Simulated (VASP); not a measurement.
# PtSe2 in VASP: further runs, part 2 of 2

VASP 6.6.1. Earlier steps stand in the parts before.

### 3 Single point, r2SCAN+rVV10

This run uses another cell than the first one, of 82.52 Å³/atom, 0.727 times its volume.

The input, POSCAR:

```
PtSe2
1.0
    3.7270000000      0.0000000000      0.0000000000
   -1.8635000000      3.2276766799      0.0000000000
    0.0000000000      0.0000000000     20.5800000000
Se Pt
2 1
Direct
    0.6666666667      0.3333333333      0.4373177843
    0.3333333333      0.6666666667      0.5626822157
    0.0000000000      0.0000000000      0.5000000000
```

The input, INCAR.step1:

```
SYSTEM = PtSe2
ALGO = Normal ; DIPOL = 0.5 0.5 0.500
EDIFF = 1E-4 ; ENCUT = 520
GGA = PE ; IDIPOL = 3
ISMEAR = 0 ; LASPH = .TRUE.
LCHARG = .FALSE. ; LDIPOL = .TRUE.
LREAL = .FALSE. ; LWAVE = .TRUE.
NBANDS = 18 ; NELM = 100
PREC = Accurate ; SIGMA = 0.02
```

The input, INCAR.step2:

```
SYSTEM = PtSe2
ALGO = Normal ; BPARAM = 11.95
CPARAM = 0.0093 ; DIPOL = 0.5 0.5 0.500
EDIFF = 1E-6 ; ENCUT = 520
IDIPOL = 3 ; ISIF = 2
ISMEAR = 0 ; ISTART = 1
IVDW_NL = 2 ; LASPH = .TRUE.
LCHARG = .FALSE. ; LDIPOL = .TRUE.
LMIXTAU = .TRUE. ; LREAL = .FALSE.
LUSE_VDW = .TRUE. ; LWAVE = .FALSE.
METAGGA = R2SCAN ; NBANDS = 18
NELM = 100 ; PREC = Accurate
SIGMA = 0.02
```

The input, KPOINTS:

```
k-points
0
G
  12 12 1
  0 0 0
```

Potentials or basis: VASP PAW PBE potentials, release 64 (Se, Pt).

The run is started by

```bash
$ cat potpaw_PBE.64/Se/POTCAR potpaw_PBE.64/Pt/POTCAR > POTCAR
$ cp INCAR.step1 INCAR
$ mpirun -np 1 vasp_std > vasp.out
$ cp INCAR.step2 INCAR
$ mpirun -np 1 vasp_std > vasp.out
```

OUTCAR:

```text
SYSTEM = PtSe2
   BPARAM = 11.95
   EDIFF = 1E-6
   ENCUT = 520
   ISIF = 2
   ISMEAR = 0
   ISTART = 1
   IVDW_NL = 2
   LASPH = .TRUE.
   LREAL = .FALSE.
   METAGGA = R2SCAN
   NELM = 100
   PREC = Accurate

 ion  position               nearest neighbor table
   1  0.667  0.333  0.437-   3 2.51   3 2.51   3 2.51
   2  0.333  0.667  0.563-   3 2.51   3 2.51   3 2.51
   3  0.000  0.000  0.500-   1 2.51   2 2.51   2 2.51   1 2.51   1 2.51   2 2.51

  LATTYP: Found a hexagonal cell.
 ALAT       =     3.7270000000
 C/A-ratio  =     5.5218674537

  Lattice vectors:

 A1 = (   3.7270000000,   0.0000000000,   0.0000000000)
 A2 = (  -1.8635000000,   3.2276766799,   0.0000000000)
 A3 = (   0.0000000000,   0.0000000000,  20.5800000000)

Analysis of symmetry for initial positions (statically):
=====================================================================
 Subroutine PRICEL returns:
 Original cell was already a primitive cell.

 Routine SETGRP: Setting up the symmetry group for a
 hexagonal supercell.

 Subroutine GETGRP returns: Found 12 space group operations
 (whereof 12 operations were pure point group operations)
 out of a pool of 24 trial point group operations.

The static configuration has the point symmetry D_3d.

Analysis of symmetry for dynamics (positions and initial velocities):
=====================================================================
 Subroutine PRICEL returns:
 Original cell was already a primitive cell.

 Routine SETGRP: Setting up the symmetry group for a
 hexagonal supercell.

 Subroutine GETGRP returns: Found 12 space group operations
 (whereof 12 operations were pure point group operations)
 out of a pool of 24 trial point group operations.

The dynamic configuration has the point symmetry D_3d.

 Subroutine INISYM returns: Found 12 space group operations
[... 118 lines left out ...]
   METAGGA = R2SCAN    functional components
   LHFCALC =     F    Hartree Fock is set to
   AEXX    =    0.0000 exact exchange contribution
   IVDW_NL    =     2    kernel type
   BPARAM     =11.9500
   IVDW    =     0    specifies the selected vdW correction
   LEPSILON=     F    determine dielectric tensor
   LRPA    =     F    only Hartree local field effects (RPA)
 non-spin polarized calculation
 Gauss-broadening in eV      SIGMA  =   0.02
  energy-cutoff  :      520.00
  volume of cell :      247.57
 maximum number of plane-waves:      6685
 NGX is ok and might be reduce to    28
   NGX = 13   NGY = 13   NGZ = 77

 dipolmoment           0.000000      0.000000      0.000000 electrons x Angstroem

 number of electron      21.9999999 magnetization

 dipolmoment           0.000000      0.000000     -0.000000 electrons x Angstroem

 Free energy of the ion-electron system (eV)
  ---------------------------------------------------
  ext. energy  EPLUGINS =         0.00000000
  ---------------------------------------------------
  free energy    TOTEN  =       -80.74496551 eV

  energy without entropy =      -80.74496551  energy(sigma->0) =      -80.74496551

 E-fermi :  -3.2200     XC(G=0):  -3.2631

 val. band max:       -3.3114812708   @ k =   0.1667   0.1667   0.0000
 cond. band min:      -1.6843783827   @ k =   0.2500  -0.0000   0.0000
 fundamental gap:      1.6271028881
 Fermi energy:        -3.2200295598

 k-point     1 :       0.0000    0.0000    0.0000
  band No.  band energies     occupation
      1     -17.8996      2.00000
      2     -15.9193      2.00000
      3      -8.6667      2.00000
      4      -8.6667      2.00000
      5      -8.5644      2.00000
      6      -6.3129      2.00000
[... 376 lines left out ...]
      5      -8.3756      2.00000
      6      -6.8498      2.00000
[... 10 lines left out ...]
     17       6.1753      0.00000
     18       6.2630      0.00000

------------------------ aborting loop because EDIFF is reached ----------------------------------------

 vacuum level on the upper side and lower side of the slab       (xc-potential included)         0.037         0.037

  FORCE on cell =-STRESS in cart. coord.  units (eV):
  Direction    XX          YY          ZZ          XY          YZ          ZX
  --------------------------------------------------------------------------------------
  -------------------------------------------------------------------------------------
  Total       -0.3970169     -0.3970169      0.4888010      0.0000000      0.0000000     -0.0000000
  in kB       -2.5693592     -2.5693592      3.1633546      0.0000000      0.0000000     -0.0000000
  external PRESSURE =      -0.6584546 kB  Pullay stress =       0.0000000 kB

 VOLUME and BASIS-vectors are now :
 -----------------------------------------------------------------------------
  energy-cutoff  :      520.00
  volume of cell :      247.57
      direct lattice vectors                 reciprocal lattice vectors
     3.727000000  0.000000000  0.000000000     0.268312316  0.154910188  0.000000000
    -1.863500000  3.227676680  0.000000000     0.000000000  0.309820375  0.000000000
     0.000000000  0.000000000 20.580000000     0.000000000  0.000000000  0.048590865

 POSITION                                       TOTAL-FORCE (eV/Angst)
 -----------------------------------------------------------------------------------
      1.86350      1.07589      9.00000        -0.000000     -0.000000     -0.195979
     -0.00000      2.15178     11.58000         0.000000      0.000000      0.195979
      0.00000      0.00000     10.29000         0.000000      0.000000      0.000000
 -----------------------------------------------------------------------------------
    total drift:                               -0.000000     -0.000000     -0.000000

  FREE ENERGIE OF THE ION-ELECTRON SYSTEM (eV)
  ---------------------------------------------------
  free  energy   TOTEN  =       -80.7449655111 eV

  energy  without entropy=      -80.7449655111  energy(sigma->0) =      -80.74496551

 vacuum level on the upper side and lower side of the slab         2.773         2.773
```

Wall time 12 min (1 thread of Intel Xeon Platinum 8488C (Sapphire Rapids), shared host); peak memory 0.84 GiB.

Results:

- Free energy: -80.7450 eV
- Largest force: 0.196 eV/Å
- Band gap on the k mesh: 1.63 eV, indirect (least direct gap 1.79 eV)

Forces on the atoms (eV/Å):
```
Se   0.000  0.000 -0.196
Se   0.000  0.000  0.196
Pt   0.000  0.000  0.000
```

Caveat: the PAW data sets were made with another functional, which shifts forces and pressure a little; spin-orbit coupling is left out, which moves the levels of the heavy elements. r2SCAN opens gaps a little over a GGA but as a rule still falls short of measured ones.

### 4 Single point, r2SCAN

The input, POSCAR:

```
PtSe2
1.0
    3.6848527293      0.0000000000      0.0000000000
   -1.8424263647      3.1911760728      0.0000000000
    0.0000000000      0.0000000000     28.9599999964
Se Pt
2 1
Direct
    0.6666666667      0.3333333333      0.3095620555
    0.3333333333      0.6666666667      0.4010733037
    0.0000000000      0.0000000000      0.3553176796
```

The input, INCAR.step1:

```
SYSTEM = PtSe2
  ALGO = Normal
  DIPOL = 0.5 0.5 0.355
  EDIFF = 1E-4
  ENCUT = 520
  GGA = PE
  IDIPOL = 3
  ISMEAR = 0
  LASPH = .TRUE.
  LCHARG = .FALSE.
  LDIPOL = .TRUE.
  LREAL = .FALSE.
  LWAVE = .TRUE.
  NBANDS = 18
  NELM = 100
  PREC = Accurate
  SIGMA = 0.01
```

The input, INCAR.step2:

```
SYSTEM = PtSe2
  ALGO = Normal
  DIPOL = 0.5 0.5 0.355
  EDIFF = 1E-6
  ENCUT = 520
  IDIPOL = 3
  ISIF = 2
  ISMEAR = 0
  ISTART = 1
  LASPH = .TRUE.
  LCHARG = .TRUE.
  LDIPOL = .TRUE.
  LELF = .TRUE.
  LMIXTAU = .TRUE.
  LREAL = .FALSE.
  LVACPOTAV = .TRUE.
  LVHAR = .TRUE.
  LWAVE = .FALSE.
  METAGGA = R2SCAN
  NBANDS = 18
  NELM = 100
  PREC = Accurate
  SIGMA = 0.01
```

KPOINTS is that of step 3.

The run is started by

```bash
$ cat potpaw_PBE.64/Se/POTCAR potpaw_PBE.64/Pt/POTCAR > POTCAR
$ cp INCAR.step1 INCAR
$ mpirun -np 1 vasp_std > vasp.out
$ cp INCAR.step2 INCAR
$ mpirun -np 1 vasp_std > vasp.out
```

Wall time 10 min (1 thread of Intel Xeon Platinum 8488C (Sapphire Rapids), shared host); peak memory 0.52 GiB.

It converged, with:

```
Free energy                            : -81.4408 eV
Largest force                          : 0.046 eV/Å
Band gap on the k mesh                 : 1.59 eV, indirect (least direct gap 1.91 eV)
Ionisation potential of the upper face : 5.93 eV
```

Forces in eV/Å, atoms in the order of the input:
```
Se   0.000  0.000 -0.046
Se   0.000  0.000  0.046
Pt   0.000  0.000  0.000
```

Levels at points of the mesh, in eV from the valence-band top:
| k point | band 9 | band 10 | band 11 | band 12 | band 13 | band 14 |
| --- | --- | --- | --- | --- | --- | --- |
| (0.00, 0.00, 0.00) | -0.70 | 0.00 | 0.00 | 3.18 | 3.18 | 5.27 |
| (0.50, 0.00, 0.00) | -2.09 | -1.87 | -1.55 | 2.65 | 2.91 | 5.10 |

Caveat: the PAW data sets were made with another functional, which shifts forces and pressure a little; spin-orbit coupling is left out, which moves the levels of the heavy elements. r2SCAN opens gaps a little over a GGA but as a rule still falls short of measured ones.

### 5 Overview

```tsv
level	cell	smearing	gap on the mesh (eV)	largest force (eV/Å)
r2SCAN+rVV10	P-3m1, 113.51 Å³/atom	gaussian 0.02 eV	1.58	0.04
r2SCAN+rVV10	P-3m1, 82.52 Å³/atom	gaussian 0.02 eV	1.63	0.20
r2SCAN	P-3m1, 113.51 Å³/atom	gaussian 0.01 eV	1.59	0.05
```

Alike in all rows: task single point; potentials or basis VASP PAW PBE potentials, release 64 (Se, Pt); no spin polarisation; k mesh 12 × 12 × 1; cutoff (eV) 520.

On the cell as given the gap runs from 1.58 eV (r2SCAN+rVV10) to 1.63 eV (r2SCAN+rVV10).

Caveats: the PAW data sets were made with another functional, which shifts forces and pressure a little; spin-orbit coupling is left out, which moves the levels of the heavy elements.

Total energies depend on the potentials used, so only differences within one code and one set of settings carry meaning.
